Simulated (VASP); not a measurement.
# AlP (F-43m) in VASP: a series of runs

The runs below take AlP through single point, relaxation of cell and atoms, with PBE.

All numbers are computed with VASP 6.6.1; they aren't measurements. Logs are shortened: lines on timing, memory, paths and dates and some standing lists are left out, and cuts for length are marked.

**Measured values to compare with.**

From a printed reference work, data compilation, for a bulk crystal of AlP at 4.2 K: band gap 2.505 eV (indirect).

How close the calculation comes is told below.

## (1) The cell of the first run

The structure is cubic, space group F-43m (No. 216). The conventional cell has a = 5.204 Å, b = 5.204 Å, c = 5.204 Å, α = 90.00°, β = 90.00°, γ = 90.00°. Al (site symmetry -43m) has 4 P at 2.25 Å within 3.0 Å. Within 3.0 Å of P (site symmetry -43m) lie 4 Al at 2.25 Å.

## (2) Single point, PBE

File INCAR:

```
PREC = Accurate
ENCUT = 500
EDIFF = 1E-6
ISMEAR = 0
SIGMA = 0.01
LREAL = False
LASPH = True
NELM = 120
ALGO = Normal
ISIF = 2
LWAVE = False
LCHARG = False
GGA = PE
NBANDS = 11
GGA_COMPAT = False
```

File KPOINTS:

```
Automatic mesh
0
Gamma
  6 6 6
```

File POSCAR:

```
AlP
1.0
    0.0000000000      2.6020305372      2.6020305372
    2.6020305372      0.0000000000      2.6020305372
    2.6020305372      2.6020305372      0.0000000000
Al P
1 1
Direct
    0.0000000000      0.0000000000      0.0000000000
    0.2500000000      0.2500000000      0.2500000000
```

Potentials or basis: VASP PAW PBE potentials, release 64 (Al, P).

Command:

```bash
$ cat potpaw_PBE.64/Al/POTCAR potpaw_PBE.64/P/POTCAR > POTCAR
$ mpirun -np 1 vasp_std > vasp.out
```

OUTCAR:

```text
PREC = Accurate
   ENCUT = 500
   EDIFF = 1E-6
   ISMEAR = 0
   LREAL = False
   LASPH = True
   NELM = 120
   ISIF = 2
   GGA = PE

 ion  position               nearest neighbor table
   1  0.000  0.000  0.000-   2 2.25   2 2.25   2 2.25   2 2.25
   2  0.250  0.250  0.250-   1 2.25   1 2.25   1 2.25   1 2.25

  LATTYP: Found a face centered cubic cell.
 ALAT       =     5.2040610744

  Lattice vectors:

 A1 = (   0.0000000000,   2.6020305372,   2.6020305372)
 A2 = (   2.6020305372,   0.0000000000,   2.6020305372)
 A3 = (   2.6020305372,   2.6020305372,   0.0000000000)

Analysis of symmetry for initial positions (statically):
=====================================================================
 Subroutine PRICEL returns:
 Original cell was already a primitive cell.

 Routine SETGRP: Setting up the symmetry group for a
 face centered cubic supercell.

 Subroutine GETGRP returns: Found 24 space group operations
 (whereof 24 operations were pure point group operations)
 out of a pool of 48 trial point group operations.

The static configuration has the point symmetry T_d .

Analysis of symmetry for dynamics (positions and initial velocities):
=====================================================================
 Subroutine PRICEL returns:
 Original cell was already a primitive cell.

 Routine SETGRP: Setting up the symmetry group for a
 face centered cubic supercell.

 Subroutine GETGRP returns: Found 24 space group operations
 (whereof 24 operations were pure point group operations)
 out of a pool of 48 trial point group operations.

The dynamic configuration has the point symmetry T_d .

 Subroutine INISYM returns: Found 24 space group operations
 (whereof 24 operations are pure point group operations),
 and found     1 'primitive' translations

----------------------------------------------------------------------------------------

                                     Primitive cell

  volume of cell :      35.2344

  direct lattice vectors                    reciprocal lattice vectors
     0.000000000  2.602030537  2.602030537    -0.192157622  0.192157622  0.192157622
     2.602030537  0.000000000  2.602030537     0.192157622 -0.192157622  0.192157622
     2.602030537  2.602030537  0.000000000     0.192157622  0.192157622 -0.192157622

  length of vectors
     3.679826875  3.679826875  3.679826875     0.332826764  0.332826764  0.332826764

  position of ions in fractional coordinates (direct lattice)
     0.000000000  0.000000000  0.000000000
     0.250000000  0.250000000  0.250000000

  ion indices of the primitive-cell ions
   primitive index   ion index
                 1           1
                 2           2

----------------------------------------------------------------------------------------

 KPOINTS: Automatic mesh

Automatic generation of k-mesh.
 Grid dimensions read from file:
 generate k-points for:    6    6    6

 Generating k-lattice:

  Cartesian coordinates                     Fractional coordinates (reciprocal lattice)
    -0.032026270  0.032026270  0.032026270     0.166666667  0.000000000  0.000000000
     0.032026270 -0.032026270  0.032026270     0.000000000  0.166666667  0.000000000
     0.032026270  0.032026270 -0.032026270     0.000000000  0.000000000  0.166666667

  Length of vectors
     0.055471127  0.055471127  0.055471127

  Shift w.r.t. Gamma in fractional coordinates (k-lattice)
     0.000000000  0.000000000  0.000000000

 Subroutine IBZKPT returns following result:
 ===========================================

 Found     16 irreducible k-points:

 Following reciprocal coordinates:
            Coordinates               Weight
  0.000000  0.000000  0.000000      1.000000
  0.166667  0.000000  0.000000      8.000000
  0.333333  0.000000  0.000000      8.000000
  0.500000  0.000000  0.000000      4.000000
  0.166667  0.166667  0.000000      6.000000
  0.333333  0.166667  0.000000     24.000000
[... 8 lines left out ...]
 -0.333333  0.333333  0.166667     24.000000
 -0.333333  0.500000  0.166667     12.000000
   k-points           NKPTS =     16   k-points in BZ     NKDIM =     16   number of bands    NBANDS=     11
   number of dos      NEDOS =    301   number of ions     NIONS =      2
   total plane-waves  NPLWV =  21952
   dimension x,y,z NGX =    28 NGY =   28 NGZ =   28
   dimension x,y,z NGXF=    56 NGYF=   56 NGZF=   56
   ions per type =               1   1
   NGX,Y,Z   is equivalent  to a cutoff of  12.65, 12.65, 12.65 a.u.
   NGXF,Y,Z  is equivalent  to a cutoff of  25.30, 25.30, 25.30 a.u.
 SYSTEM =  unknown system
   PREC   = accura    normal or accurate (medium, high low for compatibility)
   ISTART =      0    job   : 0-new  1-cont  2-samecut
   ICHARG =      2    charge: 1-file 2-atom 10-const
   ISPIN  =      1    spin polarized calculation?
   LNONCOLLINEAR =      F non collinear calculations
   LSORBIT =      F    spin-orbit coupling
   LASPH  =      T    aspherical Exc in radial PAW
   ENCUT  =  500.0 eV  36.75 Ry    6.06 a.u.   6.71  6.71  6.71*2*pi/ulx,y,z
   NELM   =    120;   NELMIN=  2; NELMDL= -5     # of ELM steps
   EDIFF  = 0.1E-05   stopping-criterion for ELM
   LREAL  =      F    real-space projection
   EDIFFG = 0.1E-04   stopping-criterion for IOM
   NSW    =      0    number of steps for IOM
   IBRION =     -1    ionic relax: 0-MD 1-quasi-New 2-CG
   NFREE  =      0    steps in history (QN), initial steepest desc. (CG)
   ISIF   =      2    stress and relaxation
   ISYM   =      2    0-nonsym 1-usesym 2-fastsym
   POTIM  = 0.5000    time-step for ionic-motion
   TEBEG  =    0.0;   TEEND  =   0.0 temperature during run
   PSTRESS=    0.0 pullay stress
   NELECT =       8.0000    total number of electrons
   NUPDOWN=      -1.0000    fix difference up-down
   EMIN   =  10.00;   EMAX   =-10.00  energy-range for DOS
   EFERMI =   0.00;   METHOD = LEGACY
   ISMEAR =     0;   SIGMA  =   0.01  broadening in eV -4-tet -1-fermi 0-gaus
   EFERMI_NEDOS =   21; number of points for ismear=-14 and -15
   IALGO  =     38    algorithm
   IMIX   =      4    mixing-type and parameters
     AMIX     =   0.40;   BMIX     =  1.00
     AMIX_MAG =   1.60;   BMIX_MAG =  1.00
  volume/ion in A,a.u.               =      17.62       118.89
  Fermi-wavevector in a.u.,A,eV,Ry     =   0.998732  1.887330 13.571352  0.997466
  Thomas-Fermi vector in A             =   2.130975
   LORBIT       =      0    0 simple, 1 ext, 2 COOP (PROOUT), +10 PAW based schemes
   GGA     = PE    functional components
   LHFCALC =     F    Hartree Fock is set to
   AEXX    =    0.0000 exact exchange contribution
   IVDW    =     0    specifies the selected vdW correction
   LEPSILON=     F    determine dielectric tensor
   LRPA    =     F    only Hartree local field effects (RPA)
 non-spin polarized calculation
 Gauss-broadening in eV      SIGMA  =   0.01
  energy-cutoff  :      500.00
  volume of cell :       35.23
 maximum number of plane-waves:       934
   NGX = 13   NGY = 13   NGZ = 13

 number of electron       8.0000001 magnetization

 Free energy of the ion-electron system (eV)
  ---------------------------------------------------
  ext. energy  EPLUGINS =         0.00000000
  ---------------------------------------------------
  free energy    TOTEN  =       -10.01944148 eV

  energy without entropy =      -10.01944148  energy(sigma->0) =      -10.01944148

 E-fermi :   6.0567     XC(G=0):  -9.7786

 val. band max:        5.9984351736   @ k =   0.0000   0.0000   0.0000
 cond. band min:       7.2475013782   @ k =   0.5000   0.5000   0.0000
 fundamental gap:      1.2490662047
 Fermi energy:         6.0567241064

 k-point     1 :       0.0000    0.0000    0.0000
  band No.  band energies     occupation
      1      -6.3986      2.00000
      2       5.9984      2.00000
      3       5.9984      2.00000
      4       5.9984      2.00000
      5      10.5707      0.00000
      6      10.7489      0.00000
      7      10.7489      0.00000
      8      10.7489      0.00000
      9      14.9794      0.00000
     10      14.9794      0.00000
     11      17.3590      0.00000

 k-point     2 :       0.1667    0.0000    0.0000
  band No.  band energies     occupation
      1      -6.0426      2.00000
      2       3.9975      2.00000
      3       5.7234      2.00000
      4       5.7234      2.00000
      5      10.2302      0.00000
      6      11.2350      0.00000
      7      11.2350      0.00000
      8      12.5918      0.00000
      9      14.2747      0.00000
     10      14.2747      0.00000
     11      17.4970      0.00000

 k-point     3 :       0.3333    0.0000    0.0000
  band No.  band energies     occupation
      1      -5.0921      2.00000
      2       1.2013      2.00000
      3       5.3131      2.00000
      4       5.3131      2.00000
      5       9.5923      0.00000
      6      11.1376      0.00000
      7      11.1376      0.00000
      8      14.6457      0.00000
      9      15.4424      0.00000
     10      15.4424      0.00000
     11      17.2968      0.00000

 k-point     4 :       0.5000    0.0000    0.0000
  band No.  band energies     occupation
      1      -4.3378      2.00000
      2      -0.2248      2.00000
      3       5.1511      2.00000
      4       5.1511      2.00000
      5       9.3514      0.00000
      6      10.8217      0.00000
      7      10.8217      0.00000
      8      14.6332      0.00000
      9      17.9882      0.00000
     10      17.9882      0.00000
     11      19.2158      0.00000
[... 127 lines left out ...]
 k-point    14 :       0.5000    0.3333    0.1667
  band No.  band energies     occupation
      1      -4.3255      2.00000
      2       1.2266      2.00000
      3       2.8955      2.00000
      4       4.1457      2.00000
      5       9.8754      0.00000
      6      10.9920      0.00000
      7      11.9614      0.00000
      8      14.8406      0.00000
      9      16.1054      0.00000
     10      18.4664      0.00000
     11      20.5150      0.00000

 k-point    15 :      -0.3333    0.3333    0.1667
  band No.  band energies     occupation
      1      -3.7192      2.00000
      2       0.5108      2.00000
      3       2.3915      2.00000
      4       3.6709      2.00000
      5      10.0510      0.00000
      6      11.2829      0.00000
      7      13.3793      0.00000
      8      14.1004      0.00000
      9      15.7026      0.00000
     10      18.8423      0.00000
     11      20.0305      0.00000

 k-point    16 :      -0.3333    0.5000    0.1667
  band No.  band energies     occupation
      1      -3.4600      2.00000
      2       0.5115      2.00000
      3       2.5897      2.00000
      4       2.8591      2.00000
      5       9.2421      0.00000
      6      10.4740      0.00000
      7      14.2110      0.00000
      8      14.6243      0.00000
      9      18.4134      0.00000
     10      18.7542      0.00000
     11      20.5236      0.00000

------------------------ aborting loop because EDIFF is reached ----------------------------------------

  FORCE on cell =-STRESS in cart. coord.  units (eV):
  Direction    XX          YY          ZZ          XY          YZ          ZX
  --------------------------------------------------------------------------------------
  -------------------------------------------------------------------------------------
  Total        4.3647281      4.3647281      4.3647281     -0.0000000      0.0000000     -0.0000000
  in kB      198.4726238    198.4726238    198.4726238     -0.0000000      0.0000000     -0.0000000
  external PRESSURE =     198.4726238 kB  Pullay stress =       0.0000000 kB

 VOLUME and BASIS-vectors are now :
 -----------------------------------------------------------------------------
  energy-cutoff  :      500.00
  volume of cell :       35.23
      direct lattice vectors                 reciprocal lattice vectors
     0.000000000  2.602030537  2.602030537    -0.192157622  0.192157622  0.192157622
     2.602030537  0.000000000  2.602030537     0.192157622 -0.192157622  0.192157622
     2.602030537  2.602030537  0.000000000     0.192157622  0.192157622 -0.192157622

 POSITION                                       TOTAL-FORCE (eV/Angst)
 -----------------------------------------------------------------------------------
      0.00000      0.00000      0.00000         0.000000      0.000000     -0.000000
      1.30102      1.30102      1.30102        -0.000000     -0.000000      0.000000
 -----------------------------------------------------------------------------------
    total drift:                                0.000000      0.000000      0.000000

  FREE ENERGIE OF THE ION-ELECTRON SYSTEM (eV)
  ---------------------------------------------------
  free  energy   TOTEN  =       -10.0194414807 eV

  energy  without entropy=      -10.0194414807  energy(sigma->0) =      -10.01944148
```

It took 14 s on 1 thread of AMD EPYC 7R13, shared host; peak memory 0.12 GiB.

What came out:

```
Free energy            : -10.0194 eV
Pressure               : 19.8 GPa
Band gap on the k mesh : 1.25 eV, indirect (least direct gap 3.66 eV)
```

## (3) Single point, PBE

This run uses another cell than the first one, of 19.79 Å³/atom, 1.123 times its volume.

File INCAR:

```
SYSTEM = AlP
PREC = Accurate ; ENCUT = 500
EDIFF = 1E-6 ; ISMEAR = 0
SIGMA = 0.01 ; LREAL = .False.
LASPH = .True. ; NELM = 120
ALGO = Normal ; ISIF = 2
LWAVE = .False. ; LCHARG = .False.
GGA = PE ; NBANDS = 11
GGA_COMPAT = .False.
```

File KPOINTS:

```
regular mesh
0
Gamma
  6 6 6
  0 0 0
```

File POSCAR:

```
AlP
1.0
    0.0000000000      2.7049506015      2.7049506015
    2.7049506015      0.0000000000      2.7049506015
    2.7049506015      2.7049506015      0.0000000000
Al P
1 1
Direct
    0.0000000000      0.0000000000      0.0000000000
    0.2500000000      0.2500000000      0.2500000000
```

Potentials or basis: VASP PAW PBE potentials, release 64 (Al, P).

Command:

```bash
$ cat potpaw_PBE.64/Al/POTCAR potpaw_PBE.64/P/POTCAR > POTCAR
$ mpirun -np 1 vasp_std > vasp.out
```

OUTCAR:

```text
SYSTEM = AlP
   PREC = Accurate
   ENCUT = 500
   EDIFF = 1E-6
   ISMEAR = 0
   LREAL = .False.
   LASPH = .True.
   NELM = 120
   ISIF = 2
   GGA = PE

 ion  position               nearest neighbor table
   1  0.000  0.000  0.000-   2 2.34   2 2.34   2 2.34   2 2.34
   2  0.250  0.250  0.250-   1 2.34   1 2.34   1 2.34   1 2.34

  LATTYP: Found a face centered cubic cell.
 ALAT       =     5.4099012030

  Lattice vectors:

 A1 = (   0.0000000000,   2.7049506015,   2.7049506015)
 A2 = (   2.7049506015,   0.0000000000,   2.7049506015)
 A3 = (   2.7049506015,   2.7049506015,   0.0000000000)

Analysis of symmetry for initial positions (statically):
=====================================================================
 Subroutine PRICEL returns:
 Original cell was already a primitive cell.

 Routine SETGRP: Setting up the symmetry group for a
 face centered cubic supercell.

 Subroutine GETGRP returns: Found 24 space group operations
 (whereof 24 operations were pure point group operations)
 out of a pool of 48 trial point group operations.

The static configuration has the point symmetry T_d .

Analysis of symmetry for dynamics (positions and initial velocities):
[... 160 lines left out ...]
      2       4.8416      2.00000
      3       4.8416      2.00000
      4       4.8416      2.00000
      5       8.3853      0.00000
      6       9.4387      0.00000
      7       9.4387      0.00000
      8       9.4387      0.00000
      9      13.7049      0.00000
     10      13.7049      0.00000
     11      15.3265      0.00000
[... 197 lines left out ...]
 k-point    16 :      -0.3333    0.5000    0.1667
  band No.  band energies     occupation
      1      -4.3440      2.00000
      2      -0.2815      2.00000
      3       1.8420      2.00000
      4       2.0895      2.00000
      5       8.1475      0.00000
      6       9.1911      0.00000
      7      12.6086      0.00000
      8      12.9654      0.00000
      9      16.3162      0.00000
     10      16.9493      0.00000
     11      18.3481      0.00000

------------------------ aborting loop because EDIFF is reached ----------------------------------------

  FORCE on cell =-STRESS in cart. coord.  units (eV):
  Direction    XX          YY          ZZ          XY          YZ          ZX
  --------------------------------------------------------------------------------------
  -------------------------------------------------------------------------------------
  Total        1.2131020      1.2131020      1.2131020      0.0000000      0.0000000      0.0000000
  in kB       49.1020798     49.1020798     49.1020798      0.0000000      0.0000000      0.0000000
  external PRESSURE =      49.1020798 kB  Pullay stress =       0.0000000 kB

 VOLUME and BASIS-vectors are now :
 -----------------------------------------------------------------------------
  energy-cutoff  :      500.00
  volume of cell :       39.58
      direct lattice vectors                 reciprocal lattice vectors
     0.000000000  2.704950602  2.704950602    -0.184846259  0.184846259  0.184846259
     2.704950602  0.000000000  2.704950602     0.184846259 -0.184846259  0.184846259
     2.704950602  2.704950602  0.000000000     0.184846259  0.184846259 -0.184846259

 POSITION                                       TOTAL-FORCE (eV/Angst)
 -----------------------------------------------------------------------------------
      0.00000      0.00000      0.00000        -0.000000     -0.000000     -0.000000
      1.35248      1.35248      1.35248         0.000000      0.000000      0.000000
 -----------------------------------------------------------------------------------
    total drift:                                0.000000      0.000000      0.000000

  FREE ENERGIE OF THE ION-ELECTRON SYSTEM (eV)
  ---------------------------------------------------
  free  energy   TOTEN  =       -10.3375970662 eV

  energy  without entropy=      -10.3375970662  energy(sigma->0) =      -10.33759707
```

OSZICAR:

```text
N       E                     dE             d eps       ncg     rms          rms(c)
DAV:   1     0.126971123777E+02    0.12697E+02   -0.28800E+03   352   0.532E+02
DAV:   2    -0.977092423104E+01   -0.22468E+02   -0.21695E+02   454   0.913E+01
DAV:   3    -0.106925095137E+02   -0.92159E+00   -0.91969E+00   430   0.176E+01
DAV:   4    -0.107012029645E+02   -0.86935E-02   -0.86924E-02   421   0.213E+00
DAV:   5    -0.107013606340E+02   -0.15767E-03   -0.15767E-03   428   0.273E-01    0.465E+00
DAV:   6    -0.103844794335E+02    0.31688E+00   -0.60972E-01   397   0.293E+00    0.298E+00
DAV:   7    -0.103370955999E+02    0.47384E-01   -0.23225E-01   426   0.197E+00    0.149E+00
DAV:   8    -0.103375280785E+02   -0.43248E-03   -0.15662E-02   405   0.617E-01    0.225E-01
DAV:   9    -0.103374442110E+02    0.83868E-04   -0.72098E-04   422   0.150E-01    0.889E-02
DAV:  10    -0.103375925939E+02   -0.14838E-03   -0.21730E-04   382   0.787E-02    0.931E-03
DAV:  11    -0.103375965047E+02   -0.39108E-05   -0.22307E-05   429   0.218E-02    0.123E-02
DAV:  12    -0.103375970662E+02   -0.56153E-06   -0.13809E-06   409   0.655E-03
   1 F= -.10337597E+02 E0= -.10337597E+02  d E =-.533126E-63
```

stdout:

```text
POSCAR found type information on POSCAR AlP
 POSCAR found :  2 types and       2 ions
 scaLAPACK will be used
 LDA part: xc-table for (Slater+PW92), standard interpolation
 POSCAR, INCAR and KPOINTS ok, starting setup
 FFT: planning ... GRIDC
 FFT: planning ... GRID_SOFT
 FFT: planning ... GRID
 WAVECAR not read
 entering main loop
```

Run time: 14 s. Hardware: 1 thread of AMD EPYC 7R13, shared host; peak memory 0.12 GiB.

Results:

- Free energy: -10.3376 eV
- Pressure: 4.9 GPa
- Band gap on the k mesh: 1.52 eV, indirect (least direct gap 3.54 eV)

A k mesh can miss the band edges. A hybrid or GW would open this gap; PBE tends to underestimate it.

(Continued in part 2 of 2.)
